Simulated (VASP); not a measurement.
# Al27H (a cell with a defect) in VASP: further runs

Runs on Al27H (a cell with a defect). Level: PBE. Tasks: single point.

Everything below comes from runs of VASP 6.6.1. Logs are shortened: lines on timing, memory, paths and dates and some standing lists are left out, and cuts for length are marked.

### Step 1. The crystal as given

The cell holds a defect, 28 atoms: a = 8.574 Å, b = 8.574 Å, c = 8.574 Å, α = 60.00°, β = 60.00°, γ = 60.00°.

### Step 2. Single point, PBE

The input, INCAR:

```
SYSTEM = Al27H
PREC = Accurate ; ENCUT = 520
EDIFF = 1E-6 ; ISMEAR = 0
SIGMA = 0.1 ; LREAL = Auto
LASPH = .TRUE. ; NELM = 100
ALGO = Fast ; ISIF = 2
LWAVE = .FALSE. ; LCHARG = .TRUE.
GGA = PE ; LELF = .TRUE.
LVHAR = .TRUE. ; NBANDS = 61
```

The input, KPOINTS:

```
Automatic mesh
0
G
  3 3 3
  0 0 0
```

The input, POSCAR:

```
Al27H
1.0
   -6.0624313821     -6.0624313821      0.0000000000
   -6.0624313821      0.0000000000     -6.0624313821
    0.0000000000     -6.0624313821     -6.0624313821
Al H
27 1
Direct
    0.6661193745      0.6661246529      0.6675780302
    0.3358431414      0.6676585259      0.6650142073
    0.0110100215      0.6556584726      0.6739564116
    0.6676536599      0.3358499869      0.6650146197
    0.3333288037      0.3333378759      0.6655709147
   -0.0003186840      0.3352572379      0.6645934191
    0.6556455240      0.0110231351      0.6739682056
    0.3352543512     -0.0003148077      0.6645931716
    0.0007026884      0.0007059874      0.6658458868
    0.6668035059      0.6668059802      0.3316287432
    0.3314097717      0.6669856936      0.3328649634
    0.0016646786      0.6650023309      0.3311623462
    0.6669816523      0.3314126583      0.3328658706
    0.3333296284      0.3333368862      0.3328111896
   -0.0007396372      0.3334412998      0.3334467432
    0.6649970525      0.0016697921      0.3311639957
    0.3334358564     -0.0007335341      0.3334462483
    0.0005415319      0.0005469753      0.3331557708
    0.6659604448      0.6659634139      0.0005902747
    0.3332253798      0.6674066468     -0.0005182739
   -0.0010685482      0.6677350629      0.0002035487
    0.6674005436      0.3332308232     -0.0005179440
    0.3333297934      0.3333368862     -0.0012062817
   -0.0009921762      0.3308237032      0.0018489281
    0.6677291246     -0.0010624450      0.0002071776
    0.3308174351     -0.0009875576      0.0018512374
   -0.0001387232     -0.0001362490     -0.0014304492
    0.8332975966      0.8333498858      0.5558547862
```

Potentials or basis: VASP PAW PBE potentials, release 64 (Al, H).

Command:

```bash
> cat potpaw_PBE.64/Al/POTCAR potpaw_PBE.64/H/POTCAR > POTCAR
> mpirun -np 1 vasp_std > vasp.out
```

OUTCAR:

```text
SYSTEM = Al27H
   PREC = Accurate
   ENCUT = 520
   EDIFF = 1E-6
   ISMEAR = 0
   LREAL = Auto
   LASPH = .TRUE.
   NELM = 100
   ISIF = 2
   GGA = PE

 ion  position               nearest neighbor table
   1  0.666  0.666  0.668-  28 2.08   4 2.84   2 2.84   8 2.85   6 2.85  20 2.85  22 2.85  19 2.85
                            10 2.87  16 2.88  12 2.88   3 2.94   7 2.94
   2  0.336  0.668  0.665-   3 2.80   1 2.84   8 2.84  17 2.84   4 2.84  10 2.85  20 2.86  23 2.86
                             9 2.86  11 2.87   5 2.87  21 2.88
   3  0.011  0.656  0.674-  28 1.83   5 2.76  21 2.80   2 2.80  24 2.80  11 2.84   6 2.84   9 2.88
                            19 2.88  12 2.94  18 2.94   1 2.94   7 3.05
   4  0.668  0.336  0.665-   7 2.80   1 2.84   6 2.84  15 2.84   2 2.84  10 2.85  22 2.86  23 2.86
                             9 2.86  13 2.87   5 2.87  25 2.88
   5  0.333  0.333  0.666-   7 2.76   3 2.76  14 2.85   6 2.86  11 2.86   8 2.86  13 2.86  23 2.86
                             2 2.87  24 2.87   4 2.87  26 2.87
   6  1.000  0.335  0.665-   3 2.84   4 2.84  12 2.84   1 2.85  15 2.85  14 2.85   5 2.86   9 2.86
                            22 2.86  27 2.87  24 2.87   8 2.88
   7  0.656  0.011  0.674-  28 1.83   5 2.76  25 2.80   4 2.80  26 2.80  13 2.84   8 2.84   9 2.88
                            19 2.88  16 2.94  18 2.94   1 2.94   3 3.05
   8  0.335  1.000  0.665-   7 2.84   2 2.84  16 2.84   1 2.85  17 2.85  14 2.85   5 2.86   9 2.86
                            20 2.86  27 2.87  26 2.87   6 2.88
   9  0.001  0.001  0.666-  27 2.85  17 2.85  15 2.85  18 2.85   6 2.86   8 2.86  21 2.86  25 2.86
[... 22 lines left out ...]
                            14 2.86  21 2.86  22 2.87  23 2.87
  21  0.999  0.668  0.000-   3 2.80  12 2.84  25 2.84  10 2.84  27 2.84  19 2.86   9 2.86  15 2.86
                            20 2.86  23 2.87  24 2.88   2 2.88
  22  0.667  0.333  0.999-  24 2.84  16 2.84  13 2.85   1 2.85  19 2.85  27 2.85   4 2.86   6 2.86
                            14 2.86  25 2.86  20 2.87  23 2.87
  23  0.333  0.333  0.999-   5 2.86  14 2.86   2 2.86  24 2.86   4 2.86  26 2.86  15 2.87  17 2.87
                            20 2.87  22 2.87  21 2.87  25 2.87
  24  0.999  0.331  0.002-   3 2.80  18 2.84  13 2.84  22 2.84  26 2.84  27 2.85  15 2.86  23 2.86
                            19 2.86   6 2.87   5 2.87  21 2.88
  25  0.668  0.999  0.000-   7 2.80  16 2.84  21 2.84  27 2.84  10 2.84  19 2.86   9 2.86  17 2.86
                            22 2.86  23 2.87  26 2.88   4 2.88
  26  0.331  0.999  0.002-   7 2.80  18 2.84  11 2.84  20 2.84  24 2.84  27 2.85  17 2.86  23 2.86
                            19 2.86   8 2.87   5 2.87  25 2.88
  27  1.000  1.000  0.999-  25 2.84  21 2.84   9 2.85  26 2.85  24 2.85  20 2.85  22 2.85  12 2.86
                            16 2.86   8 2.87   6 2.87  18 2.87
  28  0.833  0.833  0.556-   7 1.83   3 1.83   1 2.08  18 2.08

  LATTYP: Found a face centered cubic cell.
 ALAT       =    12.1248627642

  Lattice vectors:

 A1 = (  -6.0624313821,  -6.0624313821,   0.0000000000)
 A2 = (  -6.0624313821,   0.0000000000,  -6.0624313821)
 A3 = (   0.0000000000,  -6.0624313821,  -6.0624313821)

Analysis of symmetry for initial positions (statically):
=====================================================================
 Subroutine PRICEL returns:
 Original cell was already a primitive cell.

 Routine SETGRP: Setting up the symmetry group for a
 face centered cubic supercell.

 Subroutine GETGRP returns: Found  1 space group operations
 (whereof  1 operations were pure point group operations)
 out of a pool of 48 trial point group operations.

The static configuration has the point symmetry C_1 .

Analysis of symmetry for dynamics (positions and initial velocities):
=====================================================================
 Subroutine PRICEL returns:
 Original cell was already a primitive cell.

 Routine SETGRP: Setting up the symmetry group for a
 face centered cubic supercell.

 Subroutine GETGRP returns: Found  1 space group operations
 (whereof  1 operations were pure point group operations)
 out of a pool of 48 trial point group operations.

The dynamic configuration has the point symmetry C_1 .

 Subroutine INISYM returns: Found  1 space group operations
 (whereof  1 operations are pure point group operations),
 and found     1 'primitive' translations

----------------------------------------------------------------------------------------

                                     Primitive cell

  volume of cell :     445.6260

  direct lattice vectors                    reciprocal lattice vectors
    -6.062431382 -6.062431382  0.000000000    -0.082475160 -0.082475160  0.082475160
    -6.062431382  0.000000000 -6.062431382    -0.082475160  0.082475160 -0.082475160
     0.000000000 -6.062431382 -6.062431382     0.082475160 -0.082475160 -0.082475160

  length of vectors
[... 85 lines left out ...]
[... 28 lines left out ...]
 SYSTEM =  Al27H
   PREC   = accura    normal or accurate (medium, high low for compatibility)
   ISTART =      0    job   : 0-new  1-cont  2-samecut
   ICHARG =      2    charge: 1-file 2-atom 10-const
   ISPIN  =      1    spin polarized calculation?
   LNONCOLLINEAR =      F non collinear calculations
   LSORBIT =      F    spin-orbit coupling
   LASPH  =      T    aspherical Exc in radial PAW
   ENCUT  =  520.0 eV  38.22 Ry    6.18 a.u.  15.94 15.94 15.94*2*pi/ulx,y,z
   NELM   =    100;   NELMIN=  2; NELMDL= -5     # of ELM steps
   EDIFF  = 0.1E-05   stopping-criterion for ELM
   LREAL  =      T    real-space projection
   EDIFFG = 0.1E-04   stopping-criterion for IOM
   NSW    =      0    number of steps for IOM
   IBRION =     -1    ionic relax: 0-MD 1-quasi-New 2-CG
   NFREE  =      0    steps in history (QN), initial steepest desc. (CG)
   ISIF   =      2    stress and relaxation
   ISYM   =      2    0-nonsym 1-usesym 2-fastsym
   POTIM  = 0.5000    time-step for ionic-motion
   TEBEG  =    0.0;   TEEND  =   0.0 temperature during run
   PSTRESS=    0.0 pullay stress
   NELECT =      82.0000    total number of electrons
   NUPDOWN=      -1.0000    fix difference up-down
   EMIN   =  10.00;   EMAX   =-10.00  energy-range for DOS
   EFERMI =   0.00;   METHOD = LEGACY
   ISMEAR =     0;   SIGMA  =   0.10  broadening in eV -4-tet -1-fermi 0-gaus
   EFERMI_NEDOS =   21; number of points for ismear=-14 and -15
   IALGO  =     68    algorithm
   IMIX   =      4    mixing-type and parameters
     AMIX     =   0.40;   BMIX     =  1.00
     AMIX_MAG =   1.60;   BMIX_MAG =  1.00
  volume/ion in A,a.u.               =      15.92       107.40
  Fermi-wavevector in a.u.,A,eV,Ry     =   0.931156  1.759630 11.796961  0.867052
  Thomas-Fermi vector in A             =   2.057620
   LORBIT       =      0    0 simple, 1 ext, 2 COOP (PROOUT), +10 PAW based schemes
   GGA     = PE    functional components
   LHFCALC =     F    Hartree Fock is set to
   AEXX    =    0.0000 exact exchange contribution
   IVDW    =     0    specifies the selected vdW correction
   LEPSILON=     F    determine dielectric tensor
   LRPA    =     F    only Hartree local field effects (RPA)
 non-spin polarized calculation
 RMM-DIIS sequential band-by-band and
 Gauss-broadening in eV      SIGMA  =   0.10
  energy-cutoff  :      520.00
  volume of cell :      445.63
 maximum number of plane-waves:     12039
   NGX = 31   NGY = 31   NGZ = 31

 number of electron      82.0000000 magnetization

 Free energy of the ion-electron system (eV)
  ---------------------------------------------------
  ext. energy  EPLUGINS =         0.00000000
  ---------------------------------------------------
  free energy    TOTEN  =      -102.99047010 eV

  energy without entropy =     -102.91189052  energy(sigma->0) =     -102.95118031

 E-fermi :   7.9957     XC(G=0): -10.2213

 val. band max:        7.9837202493   @ k =  -0.3333   0.3333   0.0000
 cond. band min:       8.0122954031   @ k =   0.3333   0.3333  -0.3333
 fundamental gap:      0.0285751538
 Fermi energy:         7.9956973816

 k-point     1 :       0.0000    0.0000    0.0000
  band No.  band energies     occupation
      1      -3.2711      2.00000
      2      -1.2238      2.00000
      3      -0.1729      2.00000
      4      -0.1675      2.00000
      5      -0.1451      2.00000
      6      -0.1346      2.00000
[... 773 lines left out ...]
     52       9.8569      0.00000
     53      10.1111      0.00000
 [bands above 53 left out]

------------------------ aborting loop because EDIFF is reached ----------------------------------------

  FORCE on cell =-STRESS in cart. coord.  units (eV):
  Direction    XX          YY          ZZ          XY          YZ          ZX
  --------------------------------------------------------------------------------------
  -------------------------------------------------------------------------------------
  Total        2.2345194      2.5383649      2.5383274      0.0029769     -0.2006628      0.0030478
  in kB        8.0338591      9.1262873      9.1261524      0.0107030     -0.7214513      0.0109579
  external PRESSURE =       8.7620996 kB  Pullay stress =       0.0000000 kB

 VOLUME and BASIS-vectors are now :
 -----------------------------------------------------------------------------
  energy-cutoff  :      520.00
  volume of cell :      445.63
      direct lattice vectors                 reciprocal lattice vectors
    -6.062431382 -6.062431382  0.000000000    -0.082475160 -0.082475160  0.082475160
    -6.062431382  0.000000000 -6.062431382    -0.082475160  0.082475160 -0.082475160
     0.000000000 -6.062431382 -6.062431382     0.082475160 -0.082475160 -0.082475160

 POSITION                                       TOTAL-FORCE (eV/Angst)
 -----------------------------------------------------------------------------------
     -8.07664     -8.08545     -8.08548         0.002700     -0.007414     -0.007412
     -6.08366     -6.06763     -8.07924         0.002950     -0.001526     -0.008051
     -4.04163     -4.15256     -8.06070         0.000953      0.027573     -0.029722
     -6.08367     -8.07921     -6.06767         0.002967     -0.008071     -0.001518
     -4.04162     -6.05576     -6.05582         0.005721     -0.005514     -0.005649
     -8.09297    -10.08955     -6.06153        -0.004495     -0.005574     -0.006734
[... 20 lines left out ...]
    -12.12320    -12.11535    -12.11536         0.001031     -0.005410     -0.005439
    -10.10394     -8.42164     -8.42196         0.000262      0.116385      0.116871
 -----------------------------------------------------------------------------------
    total drift:                               -0.008423      0.002142      0.002471

  FREE ENERGIE OF THE ION-ELECTRON SYSTEM (eV)
  ---------------------------------------------------
  free  energy   TOTEN  =      -102.9904701036 eV

  energy  without entropy=     -102.9118905213  energy(sigma->0) =     -102.95118031
```

It took 6.7 min on 1 thread of AMD EPYC 9R45 (Zen 5), shared host; peak memory 0.64 GiB.

Results:

* Free energy: -102.9905 eV
* Pressure: 0.9 GPa
* Largest force: 0.165 eV/Å
* Band gap on the k mesh: none (metal or under the smearing width)

Forces in eV/Å, atoms in the order of the input:
```
Al   0.003 -0.007 -0.007
Al   0.003 -0.002 -0.008
Al   0.001  0.028 -0.030
Al   0.003 -0.008 -0.002
Al   0.006 -0.006 -0.006
Al  -0.004 -0.006 -0.007
Al   0.001 -0.030  0.027
Al  -0.004 -0.007 -0.006
Al   0.003 -0.003 -0.003
Al  -0.004 -0.006 -0.006
Al   0.004 -0.001 -0.007
Al  -0.001 -0.004  0.003
Al   0.004 -0.007 -0.001
Al   0.002 -0.001 -0.001
Al   0.002 -0.008 -0.002
Al  -0.001  0.003 -0.004
Al   0.002 -0.002 -0.008
Al  -0.004 -0.006 -0.006
Al  -0.004  0.000 -0.001
Al  -0.004 -0.007 -0.004
Al   0.000 -0.007 -0.005
Al  -0.004 -0.005 -0.007
Al   0.004 -0.007 -0.007
Al  -0.004 -0.002 -0.007
Al   0.000 -0.005 -0.007
Al  -0.004 -0.007 -0.002
Al   0.001 -0.005 -0.005
H    0.000  0.116  0.117
```

### Step 3. Single point, PBE

The input, INCAR:

```
SYSTEM = Al27H
ALGO = Fast
EDIFF = 1E-6
ENCUT = 520
GGA = PE
ISIF = 2
ISMEAR = 0
LASPH = .TRUE.
LCHARG = .FALSE.
LREAL = Auto
LWAVE = .FALSE.
NBANDS = 61
NELM = 100
PREC = Accurate
SIGMA = 0.1
```

The input, KPOINTS:

```
k-points
0
G
  3 3 3
  0 0 0
```

The input, POSCAR:

```
Al27H
1.0
   -6.0624313821     -6.0624313821      0.0000000000
   -6.0624313821      0.0000000000     -6.0624313821
    0.0000000000     -6.0624313821     -6.0624313821
Al H
27 1
Direct
    0.6640871040      0.6640913928      0.6692512037
    0.3333417523      0.6675053695      0.6658077008
    0.0025591217      0.6641092074      0.6692411418
    0.6675092459      0.3333358965      0.6658097627
    0.3333362264      0.3333281439      0.6658064637
   -0.0005515939      0.3349751728      0.6661030444
    0.6641347747      0.0025345442      0.6692132652
    0.3349731934     -0.0005562125      0.6661030444
   -0.0005582744     -0.0005680064      0.6660879514
    0.6672352634      0.6672308097      0.3338855110
    0.3316931563      0.6672134899      0.3338625829
    0.0024947086      0.6641732906      0.3308458065
    0.6672204179      0.3316890325      0.3338581293
    0.3333198139      0.3333434018      0.3341790401
   -0.0008511437      0.3333642680      0.3341677410
    0.6641234756      0.0025441937      0.3307992905
    0.3333543710     -0.0008544427      0.3341654317
    0.0025808127      0.0025855963      0.3307582179
    0.6672275932      0.6672170364     -0.0016875243
    0.3333043086      0.6675184006      0.0000119589
   -0.0008436384      0.6675071840      0.0000244951
    0.6675212048      0.3333135458     -0.0000030516
    0.3333333398      0.3333333398     -0.0000000825
   -0.0008417415      0.3333268243     -0.0000130311
    0.6675082562     -0.0008445456      0.0000089073
    0.3333333398     -0.0008464426     -0.0000136084
   -0.0005623156     -0.0005664394      0.0016717715
    0.8331959047      0.8334448147      0.5000960520
```

Potentials or basis: VASP PAW PBE potentials, release 64 (Al, H).

Command:

```bash
> cat potpaw_PBE.64/Al/POTCAR potpaw_PBE.64/H/POTCAR > POTCAR
> mpirun -np 1 vasp_std > vasp.out
```

Wall time 8.7 min (1 thread of Intel Xeon 6975P-C (Granite Rapids), shared host); peak memory 0.65 GiB.

Results (log left out):

```
Free energy            : -103.0325 eV
Pressure               : 0.7 GPa
Largest force          : 0.006 eV/Å
Band gap on the k mesh : none (metal or under the smearing width)
```

Forces in eV/Å, atoms in the order of the input:
```
Al   0.000 -0.002 -0.002
Al  -0.001  0.001 -0.006
Al   0.002  0.000 -0.001
Al   0.000 -0.006  0.001
Al   0.006  0.000  0.001
Al   0.001 -0.001 -0.001
Al   0.002 -0.001 -0.002
Al   0.001 -0.001 -0.001
Al   0.000 -0.002 -0.002
Al  -0.002  0.001  0.001
Al   0.000  0.002  0.000
Al   0.000  0.000  0.004
Al   0.000  0.000  0.002
Al   0.002  0.002  0.001
Al  -0.002 -0.003  0.001
Al   0.000  0.002  0.000
Al  -0.002  0.001 -0.003
Al   0.000  0.000  0.001
Al  -0.001  0.001  0.001
Al  -0.001  0.001  0.001
Al  -0.001  0.001  0.001
Al  -0.001  0.001  0.001
Al   0.001 -0.001 -0.001
Al  -0.001  0.001  0.001
Al  -0.001  0.001  0.002
Al  -0.001  0.001  0.001
Al   0.000  0.000  0.000
H    0.000  0.000  0.001
```

Levels at points of the mesh, in eV from the Fermi level:
| k point | band 37 | band 38 | band 39 | band 40 | band 41 | band 42 | band 43 | band 44 | band 45 | band 46 |
| --- | --- | --- | --- | --- | --- | --- | --- | --- | --- | --- |
| (0.00, 0.00, 0.00) | -1.04 | -1.04 | -1.03 | -0.98 | 0.36 | 0.37 | 0.37 | 0.39 | 0.39 | 0.40 |

### Step 4. Single point, PBE

The input, INCAR:

```
SYSTEM = Al27H
  PREC = Accurate
  ENCUT = 520
  EDIFF = 1E-7
  ISMEAR = 0
  SIGMA = 0.1
  LREAL = Auto
  LASPH = .True.
  NELM = 100
  ALGO = Fast
  ISIF = 2
  LWAVE = .False.
  LCHARG = .False.
  GGA = PE
  NBANDS = 61
```

The input, KPOINTS:

```
Automatic mesh
0
Gamma
  3 3 3
  0 0 0
```

The input, POSCAR:

```
Al27H
1.0
   -6.0624313821     -6.0624313821      0.0000000000
   -6.0624313821      0.0000000000     -6.0624313821
    0.0000000000     -6.0624313821     -6.0624313821
Al H
27 1
Direct
    0.6672170364      0.6672429336      0.6672275932
    0.3316890325      0.6672324592      0.6672204179
    0.0025346266      0.6641173724      0.6641346922
    0.6672308922      0.3316483723      0.6672351809
    0.3333358965      0.3333451338      0.6675092459
   -0.0008446281      0.3333274016      0.6675083386
    0.6640913103      0.0025702559      0.6640871865
    0.3333136283     -0.0008316795      0.6675211223
    0.0025442762      0.0025330596      0.6641233931
    0.6672134899      0.6672308097      0.3316931563
    0.3333281439      0.6675292049      0.3333362264
   -0.0008463601      0.6675267306      0.3333332573
    0.6675053695      0.3333452162      0.3333417523
    0.3333333398      0.3333333398      0.3333333398
   -0.0008545251      0.3333346594      0.3333544535
    0.6675184006     -0.0008347311      0.3333043086
    0.3333433193     -0.0008422363      0.3333198964
   -0.0005562125     -0.0005199234      0.3349731934
    0.6641091249      0.6640904855      0.0025592042
    0.3333269068      0.6675279677     -0.0008418240
    0.0025855963      0.6640754750      0.0025808127
    0.6675071840      0.3333120612     -0.0008436384
    0.3333642680      0.3333190716     -0.0008511437
   -0.0005680889      0.3350383488     -0.0005581919
    0.6641732081      0.0024862137      0.0024947911
    0.3349751728     -0.0005265214     -0.0005515939
   -0.0005664394     -0.0005430165     -0.0005623156
    0.8334448147      0.8332632044      0.8331959047
```

Command:

```bash
> cat potpaw_PBE.64/Al/POTCAR potpaw_PBE.64/H/POTCAR > POTCAR
> mpirun -np 1 vasp_std > vasp.out
```

Run time: 13 min. Hardware: 1 thread of Intel Xeon Platinum 8559C (Emerald Rapids), shared host; peak memory 0.67 GiB.

Results (log left out):

| Property | Result |
| --- | --- |
| Free energy | -103.0325 eV |
| Pressure | 0.7 GPa |
| Largest force | 0.006 eV/Å |
| Band gap on the k mesh | none (metal or under the smearing width) |

Forces on the atoms (eV/Å):
```
Al  -0.001 -0.001 -0.001
Al   0.000  0.000 -0.002
Al   0.001  0.002  0.002
Al  -0.001 -0.002 -0.001
Al   0.006  0.000 -0.001
Al  -0.001 -0.001 -0.002
Al   0.002  0.000  0.002
Al  -0.001 -0.001 -0.001
Al  -0.002  0.000  0.000
Al  -0.002  0.000  0.000
Al   0.000  0.006 -0.001
Al  -0.001 -0.001 -0.001
Al  -0.001  0.000  0.006
Al   0.001  0.001  0.001
Al  -0.001 -0.002  0.003
Al  -0.001 -0.001 -0.001
Al  -0.002  0.002 -0.001
Al   0.001  0.001  0.001
Al   0.000  0.002  0.001
Al  -0.001 -0.001 -0.001
Al   0.000  0.000 -0.001
Al  -0.001 -0.001 -0.001
Al   0.003 -0.002 -0.001
Al   0.002  0.000  0.002
Al   0.000  0.000 -0.004
Al   0.001  0.001  0.001
Al   0.000  0.000  0.000
H    0.000  0.000 -0.001
```

Levels at points of the mesh, in eV from the Fermi level:
```tsv
k point	band 39	band 40	band 41	band 42	band 43	band 44
(0.00, 0.00, 0.00)	-1.03	-0.98	0.36	0.36	0.37	0.39
```
